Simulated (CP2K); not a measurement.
Nb:

```
CELL_PARAMETERS angstrom
2.88205 0.00000 0.00000
-0.96068 2.71722 0.00000
-0.96068 -1.35861 2.35318
ATOMIC_POSITIONS crystal
Nb 0.00000 0.00000 0.00000
```

Program: CP2K 2026.2. Alike in all runs: no spin polarisation; cell as given; k mesh 11 × 11 × 11; smearing fermi-dirac 0.05 eV.

**Question.** Order these runs on this cell by their pressure, lowest first.
A. level RPBE; potentials or basis POTENTIAL_UZH Nb GTH-PBE-q13; TZVP-MOLOPT-PBE-GTH basis; basis sets Nb TZVP-MOLOPT-PBE-GTH-q13; potentials Nb GTH-PBE-q13 of POTENTIAL_UZH; ADDED_MOS [11]; CUTOFF of the grids 675 Ry; points a segment of the path (NPOINTS) 8
B. level OLYP; potentials or basis POTENTIAL_UZH Nb GTH-PBE-q13; TZVP-MOLOPT-PBE-GTH basis; basis sets Nb TZVP-MOLOPT-PBE-GTH-q13; potentials Nb GTH-PBE-q13 of POTENTIAL_UZH; ADDED_MOS [11]; CUTOFF of the grids 675 Ry; points a segment of the path (NPOINTS) 8
C. level PBE; potentials or basis POTENTIAL_UZH Nb GTH-PBE-q13; TZVP-MOLOPT-PBE-GTH basis; basis sets Nb TZVP-MOLOPT-PBE-GTH-q13; potentials Nb GTH-PBE-q13 of POTENTIAL_UZH; ADDED_MOS [11]; CUTOFF of the grids 675 Ry; points a segment of the path (NPOINTS) 8
D. level PBE; potentials or basis GTH_POTENTIALS Nb GTH-PBE-q13; SZV-MOLOPT-SR-GTH basis; basis sets Nb SZV-MOLOPT-SR-GTH-q13; potentials Nb GTH-PBE-q13 of GTH_POTENTIALS; ADDED_MOS [3]; CUTOFF of the grids 450 Ry
E. level PBEsol; potentials or basis POTENTIAL_UZH Nb GTH-PBE-q13; TZVP-MOLOPT-PBE-GTH basis; basis sets Nb TZVP-MOLOPT-PBE-GTH-q13; potentials Nb GTH-PBE-q13 of POTENTIAL_UZH; ADDED_MOS [11]; CUTOFF of the grids 675 Ry; points a segment of the path (NPOINTS) 8

**Answer.** D (-11.1 GPa), E (-6.4 GPa), B (-4.3 GPa), C (-1.0 GPa), A (1.5 GPa).

Caveats: the basis of atomic orbitals isn't converged, which shifts pressures, moduli and gaps; the potentials were made for another functional, which shifts forces and pressure (some runs); a minimal basis gives rough bond lengths, pressures and levels (some runs).
